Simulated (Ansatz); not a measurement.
**Spinel MgAl2O4**

Method: PBE0 (plane waves, PAW; Ansatz, a quantum-chemistry and plane-wave program).

Run with plane-wave cutoff 500 eV, 6×6×6 k mesh, gaussian smearing 0.02 eV, scalar-relativistic PAW data made under PBE.

Cell: relaxed with r²SCAN: a = b = c = 8.084 Å, α = β = γ = 90.00°.

```json
{
 "band_gap": "7.93 eV (on the SCF k mesh)"
}
```

Measured, for comparison: band gap 7.8 eV (temperature not stated, not corrected to a static lattice; as tabulated in Neo et al. (2023), doi:10.1002/gch2.202200236).

Note: cell and atoms aren't relaxed at this level (pressure -0.6 GPa).

Computed values are for the static lattice.

Computing time: very roughly 5 core-minutes.
